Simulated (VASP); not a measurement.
# How uniaxial stress along [111] changes BN (F-43m), part 2 of 2

Wanted: the response of BN to uniaxial stress along [111], as a table, with a fit that predicts a row left out.

VASP 6.6.1, plane waves and PAW; the level of theory is named at each step.

So far: The structure; Relax the crystal, LDA; Strain across the axis, LDA; Band edges, TB-mBJ with spin-orbit coupling; Band edges, r2SCAN with spin-orbit coupling.

## Step 5: Band edges, r2SCAN with spin-orbit coupling (continued)

Level of this step: r2SCAN, spin-orbit coupling; plane waves and PAW (B, N); cell typed or built by script (VASP).

OUTCAR, selected parts (step 5):

```text
  Total        0.8135414      0.8135414      0.8135414      0.1288830      0.1288830      0.1288830
  in kB      113.8571543    113.8571543    113.8571543     18.0375011     18.0375011     18.0375011
  external PRESSURE =     113.8571543 kB  Pullay stress =       0.0000000 kB

 POSITION                                       TOTAL-FORCE (eV/Angst)
 -----------------------------------------------------------------------------------
      3.56447      3.56447      3.56447         0.004024      0.004024      0.004024
      0.89142      0.89142      0.89142        -0.004024     -0.004024     -0.004024
 -----------------------------------------------------------------------------------
    total drift:                                0.000125      0.000125      0.000125

  FREE ENERGIE OF THE ION-ELECTRON SYSTEM (eV)
  ---------------------------------------------------
  free  energy   TOTEN  =       -37.2495610836 eV

  energy  without entropy=      -37.2495610836  energy(sigma->0) =      -37.24956108

[... 2 parts as in an earlier step ...]

[... 1 further part left out ...]
[key lines of the parts left out:]
E-fermi :   8.1080
```

This run gave:

```
energy(sigma→0) of the program : -37.2496 eV
stress, compression positive   : 14.99 along [111], 9.58 across it (mean), GPa
```

The run ends at a pressure of 11.39 GPa, with forces up to 0.0070 eV/Å.

## Step 6: All members

Runs beyond LDA use the data sets made with LDA; this shifts their levels slightly, and their total energies have another zero (at TB-mBJ, which has no energy functional, they mean nothing).

The other members went through these steps as far as the tables show, with the same cutoff and, step by step, the same mesh; 43 runs are not shown. The session took 4.2 core hours (wall time by ranks) on a shared machine.

```tsv
strain along the axis (%)	strain across the axis (%)	stress along the axis, tension positive (GPa)	energy above the unstrained row (meV/atom)	gap on the mesh, LDA (eV)
-2.000	0.168	-21.645	7.933	4.283
-1.500	0.124	-16.030	4.477	4.311
-1.000	0.082	-10.542	2.020	4.333
-0.500	0.042	-5.211	0.539	4.355
0	0.004	-0.022	0.000	4.375
0.500	-0.035	5.017	0.388	4.358
1.000	-0.072	9.917	1.660	4.342
1.500	-0.107	14.673	3.796	4.324
2.000	-0.139	19.261	6.767	4.306
```

Slopes at zero strain, from cubics through all rows: strain ratio -0.077, stress over strain 1023 GPa.

Band edges at TB-mBJ with spin-orbit coupling, counted from the valence-band top at Γ, spin-orbit pairs averaged, with one row partly withheld:

```tsv
strain along the axis (%)	gap (eV)	conduction band at Γ (eV)	Δ or X valley along z (eV)	Δ or X valley along x (eV)	lowest conduction level at L, [111] (eV)	lowest conduction level at L, [-111] (eV)	second valence level below the top (eV)	third valence level below the top (eV)
-2.000	5.713	10.203	5.713	5.713	11.070	11.556	0.137	0.150
-1.500	5.742	10.254	5.742	5.742	11.145	11.518	0.099	0.112
-1.000	5.765	10.302	5.765	5.765	11.216	11.471	0.065	0.079
-0.500	5.787	10.350	5.787	5.787	11.286	11.417	0.030	0.045
0	5.803	10.392	5.803	5.803	11.351	11.352	0.000	0.020
0.500	5.788	10.264	5.788	5.788	11.388	11.252	0.010	0.041
1.000	5.774	10.114	5.774	5.774	?	11.146	0.011	0.065
1.500	5.757	9.951	5.757	5.757	11.460	11.033	0.012	0.093
2.000	5.740	9.779	5.740	5.740	11.496	10.916	0.012	0.116
```

Band edges at r2SCAN with spin-orbit coupling, counted from the valence-band top at Γ, spin-orbit pairs averaged:

```tsv
strain along the axis (%)	gap (eV)	conduction band at Γ (eV)	Δ or X valley along z (eV)	Δ or X valley along x (eV)	lowest conduction level at L, [111] (eV)	lowest conduction level at L, [-111] (eV)	second valence level below the top (eV)	third valence level below the top (eV)
-2.000	4.909	9.438	4.909	4.909	10.843	11.296	0.144	0.159
-1.500	4.938	9.490	4.938	4.938	10.920	11.275	0.104	0.119
-1.000	4.961	9.540	4.961	4.961	10.992	11.243	0.068	0.084
-0.500	4.983	9.589	4.983	4.983	11.064	11.197	0.032	0.048
0	4.998	9.633	4.998	4.998	11.131	11.132	0.000	0.022
0.500	4.981	9.504	4.981	4.981	11.166	11.019	0.011	0.045
1.000	4.965	9.353	4.965	4.965	11.203	10.893	0.013	0.071
1.500	4.945	9.191	4.945	4.945	11.237	10.757	0.013	0.102
2.000	4.926	9.020	4.926	4.926	11.273	10.613	0.013	0.128
```

## Step 7: Working out the slope

The quantity to fit is the splitting of the lowest conduction levels at the L points ([111] less [-111]) at TB-mBJ with spin-orbit coupling: -0.486, -0.373, -0.255, -0.131, -0.001, 0.136, 0.427, 0.580 eV in the rows shown.

Fitting a parabola to the 8 known rows (d: strain along the axis less the strain across it, in %) gives E = 0.01093 d² + 0.2479 d + 2.42e-4 in eV; the residuals are 2.9e-4 eV r.m.s.

At d = 1.072 this predicts 0.2785 eV.

## Step 8: Prediction against calculation

The calculation gives 0.2791 eV, so the prediction is 0.0006 eV too low, more than twice the residual of the fit.

The splitting is Ξu times 8/9 of d, with d as a fraction, so the linear term gives Ξu = 27.9 eV.

## Step 9: What came out

```
Poisson ratio                                                       : 0.077
Young's modulus along the axis                                      : 1023 GPa
gap of the unstrained cell, TB-mBJ with spin-orbit coupling         : 5.80 eV
gap of the unstrained cell, r2SCAN with spin-orbit coupling         : 5.00 eV
shear deformation potential Ξu of the lowest conduction levels at L : 27.9 eV
error of the predicted row                                          : -0.6 meV
```

**Reading.** As a check, the curvature of the energy gives 1025 GPa for the same modulus (energy per volume = E/2 × strain²), 0 % from the slope of the stress. The energy also has a linear term worth 0.40 GPa that the stress column lacks, a mark of the finite basis. At TB-mBJ with spin-orbit coupling the lowest conduction valley is Δ or X throughout, and the gap runs between 5.71 and 5.80 eV. At r2SCAN with spin-orbit coupling the lowest conduction valley is Δ or X throughout, and the gap runs between 4.91 and 5.00 eV. Hole masses are left out throughout, since the top bands are degenerate or cross in many series; of conduction masses, those of the Γ, L and (for Si and Ge under (001) strain) Δ valleys are kept where they change by under an eighth between rows. TB-mBJ is a potential fitted for gaps; it has no energy functional, so its total energies and forces mean nothing, and its bands tend to come out too narrow. r2SCAN opens gaps somewhat over GGA but leaves them below measured values as a rule. Δ or X levels are the lowest on their line, refined by a parabola unless they lie at X; the gap is read from all points sampled and can differ from the lowest valley by some meV, or by tens of meV where strain moves the valence top off Γ. Temperature, zero-point motion and excitons are left out.

[Lines on the potential files, build, host, timing and source positions are cut from VASP's logs without a mark.]

[Logs are printed without paths, hosts, clocks, repeated set-up lines and the standing remarks that a program may print on its own settings, such as how far it seeks lower states.]

[Hosts, paths, dates, database ids (printed as entryN), source tags and the programs' standing remarks are cut or masked in the printed files.]

[In band tables of VASP the shares of atoms and orbitals are scaled to a sum of 1 inside the atoms' spheres.]
